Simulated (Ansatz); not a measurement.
Reactions of C$_{3}$H$_{6}$FN, SMILES `CC=NCF`.

Computed with Ansatz on PBE0-D4/def2-TZVP structures; ΔE is electronic, products minus reactants. CCSD(T)/CBS adds triple-zeta CCSD(T) − MP2 to the extrapolated MP2 energy (def2 sets, frozen cores). This one scheme is used for every species, atoms too. Double bonds are as drawn, so ΔE can hold a change between cis and trans. Functionals use def2-TZVPP. Open shells (•) are unrestricted, without spin–orbit coupling. Spin–orbit coupling would lower the free atoms: a little for C, F. Elements past krypton have def2 core potentials. For Ge, Te outer-core shells are correlated without core-valence functions, so the limit isn't a true one: a few kJ/mol of doubt a bond, and 10 to 20 or more in all where bonds break to atoms. Scalar relativity is left out up to krypton. Each species was taken in one conformer, which may not be the lowest.

```csv
reaction,ωB97X-V (eV),CCSD(T)/CBS(def2) (eV)
`C/C=N/CF` → `C=NCF` + `[CH2]` (triplet),4.75,4.63
`C/C=N/CF` + H₂ → `C/C=N/C` + H–F,-0.85,-1.00
`C/C=N/CF` → 3 C• + F• + 6 H• + N•,45.23,45.03
`C/C=N/CF` + H–F → `F/C=N\CF` + CH₄,0.05,0.25
`C/C=N/CF` + H₂ → `C=NCF` + CH₄,-0.59,-0.58
`C/C=N/CF` + `CNC(C)=O` → `CC(=O)N(C)C` + `C=NCF`,0.41,0.42
`C/C=N/CF` + `[OH][GeH2][OH]` → `[OH][GeH]([OH])[CH2]F` + `CC=N`,-0.10,-0.15
`C/C=N/CF` + `C=C=CC` → `C=C=CCC` + `C=NCF`,0.13,0.12
`C/C=N/CF` + H₂Te → `C/C=N\C[TeH]` + H–F,-0.12,-0.40
`C/C=N/CF` → `[CH]F` + `CC=N`,3.87,3.79
```

Largest T1 diagnostic: 0.018, for `[CH]F`.
